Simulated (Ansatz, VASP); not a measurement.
# Two plane-wave programs on GaN

```xyz
2
Lattice="0.0000 2.2277 2.2277 2.2277 0.0000 2.2277 2.2277 2.2277 0.0000" Properties=species:S:1:pos:R:3 pbc="T T T"
Ga    0.0000    0.0000    0.0000
N     1.1139    1.1139    1.1139
```

Alike in both runs: functional LDA; k mesh 10 × 10 × 10; occupations gaussian, width 0.02 eV; no spin polarisation.

Ansatz relaxed the structure, and its values are those at the end. VASP's run is a single point on that final structure, the one shown.

|  | VASP | Ansatz |
| --- | --- | --- |
| version | VASP 6.6.1 | Ansatz 0.2.0 |
| potentials or method | VASP PAW LDA potentials, release 64 (Ga_d, N) | scalar-relativistic, plane waves, PAW |
| plane-wave cutoff (eV) | 520 | 420 |
| valence electrons in the cell | 18 | 18 |

|  | VASP | Ansatz | Ansatz less VASP |
| --- | --- | --- | --- |
| gap on the k mesh at the Fermi level (eV) | 1.97 | 1.96 | -0.017 |
| least direct gap on the mesh (eV) | 1.97 | 1.96 | -0.017 |
| pressure (GPa) | 1.1 | 0.0 | -1.13 |
